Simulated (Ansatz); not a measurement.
# NMR crystallography of LiNbO3: given against relaxed positions

Start: a COD entry.

Space group R-3c:H (No. 167); a = 5.1378, c = 13.4987 Å, γ = 120.00°.

```
site  Wyckoff  site symmetry       x       y       z
  Li       6a             32  0.0000  0.0000  0.2500
  Nb       6b            -3.  0.0000  0.0000  0.0000
   O      18e             .2  0.0410  0.3333  0.0833
```

One atom of each set is listed; the run and its k-mesh use a cell of 10 atoms with edges of 5.39, 5.39, 5.39 Å.

The numbers come from a DFT calculation in Ansatz (PBE, plane waves and PAW, scalar-relativistic, 420 eV cutoff, Γ-centred 7×7×7 k-points, Fermi–Dirac smearing 0.02 eV).

The largest force at the start is 0.14 eV/Å. Relaxing the ions at fixed cell moves them by 0.015 Å at most (atom 7, O) and 0.011 Å rms. End positions:

Li (0.0000, 0.0000, 0.2500)
Nb (0.0000, 0.0000, 0.0000)
O (0.0382, 0.3333, 0.0833)

```csv
site,moved (Å),first shell before,first shell after,V_zz before (10²¹ V/m²),η before
Li,0.000,3 O at 1.92 Å,3 O at 1.91 Å,0.27,0.00
Nb,0.000,6 O at 1.97 Å,6 O at 1.98 Å,0.047,0.00
O,0.015,"1 Li at 1.92 Å, 2 Nb at 1.97 Å","1 Li at 1.91 Å, 2 Nb at 1.98 Å",0.66,0.68
```

(1) How do the gradients change?

Results:

(1) 

```tsv
site	V_zz after	η after	change of V_zz
Li	0.27	0.00	0.00
Nb	0.22	0.00	+0.18
O	0.78	0.65	+0.12
```

The largest change of V_zz is on Nb, from 0.047 to 0.22. In per cent, |V_zz| changes by +17 on O (all sites that start above 0.5).

This high-symmetry form of LiNbO3 is unstable when cold, to polar shifts of Li and Nb. The symmetry of the cell holds that distortion back, wholly or in part, and it would change the field gradients, the more the larger the distortion. Without spin–orbit coupling (the program notes it for Nb) the gradients are little affected as a rule: paired runs on crystals with a gap mostly move them by under 2 % at such atoms. With these PAW files V_zz is typically within 2 to 3 % of all-electron values, but misses above 10 % occur on Li.
Before: At this cell the PBE pressure is 10 GPa, so with PBE the cell would grow if it were relaxed. The entry's cell may itself be off.
After: At this cell the PBE pressure is 9 GPa, so with PBE the cell would grow if it were relaxed.
